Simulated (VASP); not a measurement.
# PbS (Fm-3m) in VASP: further runs

Runs on PbS. Level: PBE+D3(BJ). Tasks: band structure.

Everything below comes from runs of VASP 6.6.1. Logs are shortened: lines on timing, memory, paths and dates and some standing lists are left out, and cuts for length are marked.

**1. The crystal as given**

Symmetry: Fm-3m, No. 225, cubic system. Conventional cell: a = 5.934 Å, b = 5.934 Å, c = 5.934 Å, α = 90.00°, β = 90.00°, γ = 90.00°. Pb (site symmetry m-3m) has 6 S at 2.97 Å as nearest neighbours. S (site symmetry m-3m) is surrounded by 6 Pb at 2.97 Å.

The cell was built by a generator and needn't be a form met in nature.

**2. Band structure, PBE+D3(BJ)**

Contents of INCAR:

```
PREC = Accurate
ENCUT = 520
EDIFF = 1E-6
ISMEAR = 0
SIGMA = 0.02
LREAL = False
LASPH = True
NELM = 100
ALGO = Normal
ISIF = 2
LWAVE = False
LCHARG = False
GGA = PE
IVDW = 12
NBANDS = 17
```

Contents of KPOINTS:

```
regular mesh
0
Gamma
  10 10 10
```

Contents of POSCAR:

```
PbS                                     
1.0
   -0.0000000000      2.9667834217      2.9667834217
    2.9667834217     -0.0000000000      2.9667834217
    2.9667834217      2.9667834217      0.0000000000
  Pb              S             
     1     1
Direct
     0.0000000000000000    0.0000000000000000    0.0000000000000000
     0.5000000000000000    0.5000000000000000    0.5000000000000000
```

Contents of KPOINTS_OPT:

```
path GXWKGLUWLK,UX
20
line-mode
reciprocal
 0.0000000000  0.0000000000  0.0000000000  G
 0.5000000000  0.0000000000  0.5000000000  X

 0.5000000000  0.0000000000  0.5000000000  X
 0.5000000000  0.2500000000  0.7500000000  W

 0.5000000000  0.2500000000  0.7500000000  W
 0.3750000000  0.3750000000  0.7500000000  K

 0.3750000000  0.3750000000  0.7500000000  K
 0.0000000000  0.0000000000  0.0000000000  G

 0.0000000000  0.0000000000  0.0000000000  G
 0.5000000000  0.5000000000  0.5000000000  L

 0.5000000000  0.5000000000  0.5000000000  L
 0.6250000000  0.2500000000  0.6250000000  U

 0.6250000000  0.2500000000  0.6250000000  U
 0.5000000000  0.2500000000  0.7500000000  W

 0.5000000000  0.2500000000  0.7500000000  W
 0.5000000000  0.5000000000  0.5000000000  L

 0.5000000000  0.5000000000  0.5000000000  L
 0.3750000000  0.3750000000  0.7500000000  K

 0.6250000000  0.2500000000  0.6250000000  U
 0.5000000000  0.0000000000  0.5000000000  X
```

Potentials or basis: VASP PAW PBE potentials, release 64 (Pb_d, S).

The run is started by

```bash
$ cat potpaw_PBE.64/Pb_d/POTCAR potpaw_PBE.64/S/POTCAR > POTCAR
$ mpirun -np 1 vasp_std > vasp.out
```

OUTCAR:

```text
PREC = Accurate
   ENCUT = 520
   EDIFF = 1E-6
   ISMEAR = 0
   LREAL = False
   LASPH = True
   NELM = 100
   ISIF = 2
   GGA = PE
   IVDW = 12
 IVDW          = 12

 ion  position               nearest neighbor table
   1  0.000  0.000  0.000-   2 2.97   2 2.97   2 2.97   2 2.97   2 2.97   2 2.97
   2  0.500  0.500  0.500-   1 2.97   1 2.97   1 2.97   1 2.97   1 2.97   1 2.97

  LATTYP: Found a face centered cubic cell.
 ALAT       =     5.9335668434

  Lattice vectors:

 A1 = (   0.0000000000,   2.9667834217,   2.9667834217)
 A2 = (   2.9667834217,   0.0000000000,   2.9667834217)
 A3 = (   2.9667834217,   2.9667834217,   0.0000000000)

Analysis of symmetry for initial positions (statically):
=====================================================================
 Subroutine PRICEL returns:
 Original cell was already a primitive cell.

 Routine SETGRP: Setting up the symmetry group for a
 face centered cubic supercell.

 Subroutine GETGRP returns: Found 48 space group operations
 (whereof 48 operations were pure point group operations)
 out of a pool of 48 trial point group operations.

The static configuration has the point symmetry O_h .

Analysis of symmetry for dynamics (positions and initial velocities):
=====================================================================
 Subroutine PRICEL returns:
 Original cell was already a primitive cell.

 Routine SETGRP: Setting up the symmetry group for a
 face centered cubic supercell.

 Subroutine GETGRP returns: Found 48 space group operations
 (whereof 48 operations were pure point group operations)
 out of a pool of 48 trial point group operations.

The dynamic configuration has the point symmetry O_h .

 Subroutine INISYM returns: Found 48 space group operations
 (whereof 48 operations are pure point group operations),
 and found     1 'primitive' translations

----------------------------------------------------------------------------------------

                                     Primitive cell

  volume of cell :      52.2261

  direct lattice vectors                    reciprocal lattice vectors
     0.000000000  2.966783422  2.966783422    -0.168532693  0.168532693  0.168532693
     2.966783422  0.000000000  2.966783422     0.168532693 -0.168532693  0.168532693
     2.966783422  2.966783422  0.000000000     0.168532693  0.168532693 -0.168532693

  length of vectors
     4.195665352  4.195665352  4.195665352     0.291907187  0.291907187  0.291907187

[... 79 lines left out ...]
   NELM   =    100;   NELMIN=  2; NELMDL= -5     # of ELM steps
   EDIFF  = 0.1E-05   stopping-criterion for ELM
   LREAL  =      F    real-space projection
   EDIFFG = 0.1E-04   stopping-criterion for IOM
   NSW    =      0    number of steps for IOM
   IBRION =     -1    ionic relax: 0-MD 1-quasi-New 2-CG
   NFREE  =      0    steps in history (QN), initial steepest desc. (CG)
   ISIF   =      2    stress and relaxation
   ISYM   =      2    0-nonsym 1-usesym 2-fastsym
   POTIM  = 0.5000    time-step for ionic-motion
   TEBEG  =    0.0;   TEEND  =   0.0 temperature during run
   PSTRESS=    0.0 pullay stress
   NELECT =      20.0000    total number of electrons
   NUPDOWN=      -1.0000    fix difference up-down
   EMIN   =  10.00;   EMAX   =-10.00  energy-range for DOS
   EFERMI =   0.00;   METHOD = LEGACY
   ISMEAR =     0;   SIGMA  =   0.02  broadening in eV -4-tet -1-fermi 0-gaus
   EFERMI_NEDOS =   21; number of points for ismear=-14 and -15
   IALGO  =     38    algorithm
   IMIX   =      4    mixing-type and parameters
     AMIX     =   0.40;   BMIX     =  1.00
     AMIX_MAG =   1.60;   BMIX_MAG =  1.00
  volume/ion in A,a.u.               =      26.11       176.22
  Fermi-wavevector in a.u.,A,eV,Ry     =   1.188837  2.246576 19.229569  1.413333
  Thomas-Fermi vector in A             =   2.324958
   LORBIT       =      0    0 simple, 1 ext, 2 COOP (PROOUT), +10 PAW based schemes
   GGA     = PE    functional components
   LHFCALC =     F    Hartree Fock is set to
   AEXX    =    0.0000 exact exchange contribution
   IVDW    =    12    specifies the selected vdW correction
   LEPSILON=     F    determine dielectric tensor
   LRPA    =     F    only Hartree local field effects (RPA)
 non-spin polarized calculation
 Gauss-broadening in eV      SIGMA  =   0.02
  energy-cutoff  :      520.00
  volume of cell :       52.23
 maximum number of plane-waves:      1422
   NGX = 15   NGY = 15   NGZ = 15

 number of electron      19.9999998 magnetization

 Free energy of the ion-electron system (eV)
  ---------------------------------------------------
  ext. energy  EPLUGINS =         0.00000000
  ---------------------------------------------------
  free energy    TOTEN  =        -8.75631365 eV

  energy without entropy =       -8.75631365  energy(sigma->0) =       -8.75631365

 E-fermi :   5.9293     XC(G=0):  -9.6772

 val. band max:        5.8085591540   @ k =   0.5000   0.0000   0.0000
 cond. band min:       6.1762822160   @ k =   0.5000   0.0000   0.0000
 fundamental gap:      0.3677230621
 Fermi energy:         5.9293317154

 k-point     1 :       0.0000    0.0000    0.0000
  band No.  band energies     occupation
      1     -11.0138      2.00000
      2     -11.0138      2.00000
      3     -11.0138      2.00000
      4     -10.9973      2.00000
      5     -10.9973      2.00000
      6      -7.7786      2.00000
[... 457 lines left out ...]
      4     -10.9684      2.00000
      5     -10.9635      2.00000
      6      -6.5313      2.00000
[... 9 lines left out ...]
     16      16.8412      0.00000
     17      17.4386      0.00000

 [... further k-points ...]

------------------------ aborting loop because EDIFF is reached ----------------------------------------

 Edisp (eV)   -0.69366

 E8    (eV) :    -0.3123

  FORCE on cell =-STRESS in cart. coord.  units (eV):
  Direction    XX          YY          ZZ          XY          YZ          ZX
  --------------------------------------------------------------------------------------
  -------------------------------------------------------------------------------------
  Total      -0.02133    -0.02133    -0.02133    -0.00000     0.00000     0.00000
  in kB      -0.65429    -0.65429    -0.65429    -0.00000     0.00000     0.00000
  external pressure =       -0.65 kB  Pullay stress =        0.00 kB

 VOLUME and BASIS-vectors are now :
 -----------------------------------------------------------------------------
  energy-cutoff  :      520.00
  volume of cell :       52.23
      direct lattice vectors                 reciprocal lattice vectors
     0.000000000  2.966783422  2.966783422    -0.168532693  0.168532693  0.168532693
     2.966783422  0.000000000  2.966783422     0.168532693 -0.168532693  0.168532693
     2.966783422  2.966783422  0.000000000     0.168532693  0.168532693 -0.168532693

 POSITION                                       TOTAL-FORCE (eV/Angst)
 -----------------------------------------------------------------------------------
      0.00000      0.00000      0.00000        -0.000000     -0.000000     -0.000000
      2.96678      2.96678      2.96678         0.000000      0.000000      0.000000
 -----------------------------------------------------------------------------------
    total drift:                                0.000000     -0.000000     -0.000000

  FREE ENERGIE OF THE ION-ELECTRON SYSTEM (eV)
  ---------------------------------------------------
  free  energy   TOTEN  =        -9.4499714967 eV

  energy  without entropy=       -9.4499714967  energy(sigma->0) =       -9.44997150
```

OSZICAR:

```text
N       E                     dE             d eps       ncg     rms          rms(c)
DAV:   1     0.159431410867E+03    0.15943E+03   -0.97003E+03  1614   0.124E+03
DAV:   2     0.297834561357E+01   -0.15645E+03   -0.15072E+03  1721   0.316E+02
[... 49 lines left out ...]
DAV:   8    -0.507832051355E+04   -0.15534E-05     1684
DAV:   9    -0.507832051399E+04   -0.44830E-06     1555
       N       E                     dE             ncg
DAV:   1     0.236057472086E+05   -0.77786E+04      408
DAV:   2     0.217363695006E+05   -0.18694E+04      432
DAV:   3     0.215980383914E+05   -0.13833E+03      534
DAV:   4     0.215947095232E+05   -0.33289E+01      511
DAV:   5     0.215945833396E+05   -0.12618E+00      656
DAV:   6     0.215945799438E+05   -0.33958E-02      559
DAV:   7     0.215945798454E+05   -0.98416E-04      669
DAV:   8     0.215945798450E+05   -0.45119E-06      479
```

stdout:

```text
POSCAR found type information on POSCAR PbS
 POSCAR found :  2 types and       2 ions
 scaLAPACK will be used
 LDA part: xc-table for (Slater+PW92), standard interpolation
 POSCAR, INCAR and KPOINTS ok, starting setup
 FFT: planning ... GRIDC
 FFT: planning ... GRID_SOFT
 FFT: planning ... GRID
 WAVECAR not read
 entering main loop
 Start KPOINTS_OPT (optional k-point list driver)
k-point batch [1-47\200]
k-point batch [48-94\200]
k-point batch [95-141\200]
k-point batch [142-188\200]
k-point batch [189-200\200]
```

Run time: 50 s. Hardware: 1 thread of Intel Xeon 6975P-C (Granite Rapids), shared host; peak memory 0.21 GiB.

What came out:

* Free energy: -9.4500 eV
* Pressure: -0.1 GPa
* Band gap on the k mesh: 0.37 eV, direct
* Band gap along the path: 0.37 eV, direct
* Dispersion energy per atom: -0.347 eV

Levels at the corners of the path, in eV from the valence-band top:
```tsv
point	band 6	band 7	band 8	band 9	band 10	band 11	band 12	band 13	band 14	band 15
Γ	-13.59	-6.04	-2.17	-2.17	-2.17	5.21	5.21	5.21	6.73	6.73
X	-11.92	-7.20	-5.19	-3.43	-3.43	3.87	5.57	5.68	5.68	11.17
X	-11.92	-7.20	-5.19	-3.43	-3.43	3.87	5.57	5.68	5.68	11.17
W	-11.88	-7.94	-4.42	-4.42	-1.02	2.19	4.67	4.67	8.17	8.17
W	-11.88	-7.94	-4.42	-4.42	-1.02	2.19	4.67	4.67	8.17	8.17
K	-11.93	-7.98	-4.77	-2.93	-2.48	3.33	4.13	5.05	6.23	10.26
K	-11.93	-7.98	-4.77	-2.93	-2.48	3.33	4.13	5.05	6.23	10.26
Γ	-13.59	-6.04	-2.17	-2.17	-2.17	5.21	5.21	5.21	6.73	6.73
Γ	-13.59	-6.04	-2.17	-2.17	-2.17	5.21	5.21	5.21	6.73	6.73
L	-12.35	-8.84	-1.78	-1.78	0.00	0.37	1.97	1.97	8.66	10.12
L	-12.35	-8.84	-1.78	-1.78	0.00	0.37	1.97	1.97	8.66	10.12
U	-11.93	-7.98	-4.77	-2.93	-2.48	3.33	4.13	5.05	6.23	10.26
U	-11.93	-7.98	-4.77	-2.93	-2.48	3.33	4.13	5.05	6.23	10.26
W	-11.88	-7.94	-4.42	-4.42	-1.02	2.19	4.67	4.67	8.17	8.17
W	-11.88	-7.94	-4.42	-4.42	-1.02	2.19	4.67	4.67	8.17	8.17
L	-12.35	-8.84	-1.78	-1.78	0.00	0.37	1.97	1.97	8.66	10.12
L	-12.35	-8.84	-1.78	-1.78	0.00	0.37	1.97	1.97	8.66	10.12
K	-11.93	-7.98	-4.77	-2.93	-2.48	3.33	4.13	5.05	6.23	10.26
U	-11.93	-7.98	-4.77	-2.93	-2.48	3.33	4.13	5.05	6.23	10.26
X	-11.92	-7.20	-5.19	-3.43	-3.43	3.87	5.57	5.68	5.68	11.17
```

Caveat: spin-orbit coupling is left out, which as a rule narrows the gap of such compounds by several tenths of an eV.

**3. Band structure, PBE+D3(BJ)**

POSCAR is that of step 2.

Contents of INCAR.step1:

```
SYSTEM = PbS
PREC = Accurate ; ENCUT = 520
EDIFF = 1E-6 ; ISMEAR = 0
SIGMA = 0.02 ; LREAL = .FALSE.
LASPH = .TRUE. ; NELM = 80
ALGO = Normal ; ISIF = 2
LWAVE = .FALSE. ; LCHARG = .TRUE.
GGA = PE ; IVDW = 12
NBANDS = 17
```

Contents of KPOINTS.step1:

```
regular mesh
0
G
  10 10 10
  0 0 0
```

Contents of INCAR.step2:

```
SYSTEM = PbS
PREC = Accurate ; ENCUT = 520
EDIFF = 1E-6 ; ISMEAR = 0
SIGMA = 0.05 ; LREAL = .FALSE.
LASPH = .TRUE. ; NELM = 80
ALGO = Normal ; ISIF = 2
LWAVE = .FALSE. ; LCHARG = .FALSE.
GGA = PE ; IVDW = 12
NBANDS = 17 ; ICHARG = 11
```

Contents of KPOINTS.step2:

```
path GXWKGLUWLK,UX
20
line-mode
reciprocal
 0.0000000000  0.0000000000  0.0000000000  G
 0.5000000000  0.0000000000  0.5000000000  X

 0.5000000000  0.0000000000  0.5000000000  X
 0.5000000000  0.2500000000  0.7500000000  W

 0.5000000000  0.2500000000  0.7500000000  W
 0.3750000000  0.3750000000  0.7500000000  K

 0.3750000000  0.3750000000  0.7500000000  K
 0.0000000000  0.0000000000  0.0000000000  G

 0.0000000000  0.0000000000  0.0000000000  G
 0.5000000000  0.5000000000  0.5000000000  L

 0.5000000000  0.5000000000  0.5000000000  L
 0.6250000000  0.2500000000  0.6250000000  U

 0.6250000000  0.2500000000  0.6250000000  U
 0.5000000000  0.2500000000  0.7500000000  W

 0.5000000000  0.2500000000  0.7500000000  W
 0.5000000000  0.5000000000  0.5000000000  L

 0.5000000000  0.5000000000  0.5000000000  L
 0.3750000000  0.3750000000  0.7500000000  K

 0.6250000000  0.2500000000  0.6250000000  U
 0.5000000000  0.0000000000  0.5000000000  X
```

Potentials or basis: VASP PAW PBE potentials, release 64 (Pb_d, S).

The run is started by

```bash
$ cat potpaw_PBE.64/Pb_d/POTCAR potpaw_PBE.64/S/POTCAR > POTCAR
$ cp INCAR.step1 INCAR
$ cp KPOINTS.step1 KPOINTS
$ mpirun -np 1 vasp_std > vasp.out
$ cp INCAR.step2 INCAR
$ cp KPOINTS.step2 KPOINTS
$ mpirun -np 1 vasp_std > vasp.out
```

OUTCAR:

```text
SYSTEM = PbS
   PREC = Accurate
   ENCUT = 520
   EDIFF = 1E-6
   ISMEAR = 0
   LREAL = .FALSE.
   LASPH = .TRUE.
   NELM = 80
   ISIF = 2
   GGA = PE
   IVDW = 12
   ICHARG = 11
 IVDW          = 12

 ion  position               nearest neighbor table
   1  0.000  0.000  0.000-   2 2.97   2 2.97   2 2.97   2 2.97   2 2.97   2 2.97
   2  0.500  0.500  0.500-   1 2.97   1 2.97   1 2.97   1 2.97   1 2.97   1 2.97

  LATTYP: Found a face centered cubic cell.
 ALAT       =     5.9335668434

  Lattice vectors:

 A1 = (   0.0000000000,   2.9667834217,   2.9667834217)
 A2 = (   2.9667834217,   0.0000000000,   2.9667834217)
 A3 = (   2.9667834217,   2.9667834217,   0.0000000000)

Analysis of symmetry for initial positions (statically):
=====================================================================
 Subroutine PRICEL returns:
 Original cell was already a primitive cell.

 Routine SETGRP: Setting up the symmetry group for a
 face centered cubic supercell.

 Subroutine GETGRP returns: Found 48 space group operations
 (whereof 48 operations were pure point group operations)
 out of a pool of 48 trial point group operations.

The static configuration has the point symmetry O_h .
[... 155 lines left out ...]

 E-fermi :   5.9923     XC(G=0):  -9.6772

 val. band max:        5.8084269921   @ k =   0.5000   0.5000   0.5000
 cond. band min:       6.1761963072   @ k =   0.5000   0.5000   0.5000
 fundamental gap:      0.3677693151
 Fermi energy:         5.9922538490

 k-point     1 :       0.0000    0.0000    0.0000
  band No.  band energies     occupation
      1     -11.0123      2.00000
      2     -11.0123      2.00000
      3     -11.0123      2.00000
      4     -11.0002      2.00000
      5     -11.0002      2.00000
      6      -7.7788      2.00000
[... 457 lines left out ...]
      4     -10.9529      2.00000
      5     -10.9515      2.00000
      6      -6.1081      2.00000
[... 9 lines left out ...]
     16      17.7847      0.00000
     17      18.2498      0.00000

 [... further k-points ...]

------------------------ aborting loop because EDIFF is reached ----------------------------------------

 Edisp (eV)   -0.69366

 E8    (eV) :    -0.3123

  FORCE on cell =-STRESS in cart. coord.  units (eV):
  Direction    XX          YY          ZZ          XY          YZ          ZX
  --------------------------------------------------------------------------------------
  -------------------------------------------------------------------------------------
  Total      -1.43733    -1.43733    -1.43733     0.00000     0.00000     0.00000
  in kB     -44.09402   -44.09402   -44.09402     0.00000     0.00000     0.00000
  external pressure =      -44.09 kB  Pullay stress =        0.00 kB

 VOLUME and BASIS-vectors are now :
 -----------------------------------------------------------------------------
  energy-cutoff  :      520.00
  volume of cell :       52.23
      direct lattice vectors                 reciprocal lattice vectors
     0.000000000  2.966783422  2.966783422    -0.168532693  0.168532693  0.168532693
     2.966783422  0.000000000  2.966783422     0.168532693 -0.168532693  0.168532693
     2.966783422  2.966783422  0.000000000     0.168532693  0.168532693 -0.168532693

 POSITION                                       TOTAL-FORCE (eV/Angst)
 -----------------------------------------------------------------------------------
      0.00000      0.00000      0.00000         0.000000      0.000000      0.000000
      2.96678      2.96678      2.96678         0.000000     -0.000000     -0.000000
 -----------------------------------------------------------------------------------
    total drift:                                0.000000     -0.000000     -0.000000

  FREE ENERGIE OF THE ION-ELECTRON SYSTEM (eV)
  ---------------------------------------------------
  free  energy   TOTEN  =       -10.4496008122 eV

  energy  without entropy=      -10.4496008107  energy(sigma->0) =      -10.44960081
```

It took 39 s on 1 thread of Intel Xeon 6975P-C (Granite Rapids), shared host; peak memory 0.3 GiB.

Results:

```yaml
Band_gap_on_the_k_mesh: 0.37 eV, direct
Band_gap_along_the_path: 0.37 eV, direct
Dispersion_energy_per_atom: -0.347 eV
```

Levels at the corners of the path, in eV from the valence-band top:
```
point  band 6  band 7  band 8  band 9  band 10  band 11  band 12  band 13  band 14  band 15
    Γ  -13.59   -6.04   -2.17   -2.17    -2.17     5.21     5.21     5.21     6.73     6.73
    X  -11.92   -7.20   -5.19   -3.43    -3.43     3.87     5.57     5.68     5.68    11.17
    X  -11.92   -7.20   -5.19   -3.43    -3.43     3.87     5.57     5.68     5.68    11.17
    W  -11.88   -7.94   -4.42   -4.42    -1.02     2.19     4.67     4.67     8.17     8.17
    W  -11.88   -7.94   -4.42   -4.42    -1.02     2.19     4.67     4.67     8.17     8.17
    K  -11.93   -7.98   -4.77   -2.93    -2.48     3.33     4.13     5.05     6.23    10.26
    K  -11.93   -7.98   -4.77   -2.93    -2.48     3.33     4.13     5.05     6.23    10.26
    Γ  -13.59   -6.04   -2.17   -2.17    -2.17     5.21     5.21     5.21     6.73     6.73
    Γ  -13.59   -6.04   -2.17   -2.17    -2.17     5.21     5.21     5.21     6.73     6.73
    L  -12.35   -8.84   -1.78   -1.78     0.00     0.37     1.97     1.97     8.66    10.12
    L  -12.35   -8.84   -1.78   -1.78     0.00     0.37     1.97     1.97     8.66    10.12
    U  -11.93   -7.98   -4.77   -2.93    -2.48     3.33     4.13     5.05     6.23    10.26
    U  -11.93   -7.98   -4.77   -2.93    -2.48     3.33     4.13     5.05     6.23    10.26
    W  -11.88   -7.94   -4.42   -4.42    -1.02     2.19     4.67     4.67     8.17     8.17
    W  -11.88   -7.94   -4.42   -4.42    -1.02     2.19     4.67     4.67     8.17     8.17
    L  -12.35   -8.84   -1.78   -1.78     0.00     0.37     1.97     1.97     8.66    10.12
    L  -12.35   -8.84   -1.78   -1.78     0.00     0.37     1.97     1.97     8.66    10.12
    K  -11.93   -7.98   -4.77   -2.93    -2.48     3.33     4.13     5.05     6.23    10.26
    U  -11.93   -7.98   -4.77   -2.93    -2.48     3.33     4.13     5.05     6.23    10.26
    X  -11.92   -7.20   -5.19   -3.43    -3.43     3.87     5.57     5.68     5.68    11.17
```

Caveat: the log is that of the step along the path at fixed density, whose energy, stress, charges and moments have no meaning; spin-orbit coupling is left out, which as a rule narrows the gap of such compounds by several tenths of an eV.
